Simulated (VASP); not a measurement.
Runs of VASP 6.6.1 on InAs. The structure is cubic, space group Fm-3m (No. 225). Conventional cell: a = 5.755 Å, b = 5.755 Å, c = 5.755 Å, α = 90.00°, β = 90.00°, γ = 90.00°. Around In (site symmetry m-3m) lie 6 As at 2.88 Å. As (site symmetry m-3m) has 6 In at 2.88 Å as nearest neighbours. Measurements of this composition are mostly on another form, of space group No. 216.

```tsv
k mesh	cutoff (eV)	gap on the mesh (eV)	pressure (GPa)
3 × 3 × 3	450	none	(a)
4 × 4 × 4	450	none	0.6
5 × 5 × 5	450	none	-0.2
4 × 4 × 4	500	none	0.8
```

Alike in all rows: task single point; level PBE; potentials or basis VASP PAW PBE potentials, release 64 (In_d_GW, As_GW); no spin polarisation; cell as given; smearing gaussian 0.02 eV; the mesh is coarse, so values aren't converged.

Problem. Estimate the missing entries.

Solution. (a) 2.7.

Caveats: all runs use coarse meshes.

A k mesh can miss the band edges, and the runs leave out spin-orbit coupling on As, In.

A gap of «none» marks a metal or a gap under the smearing width.
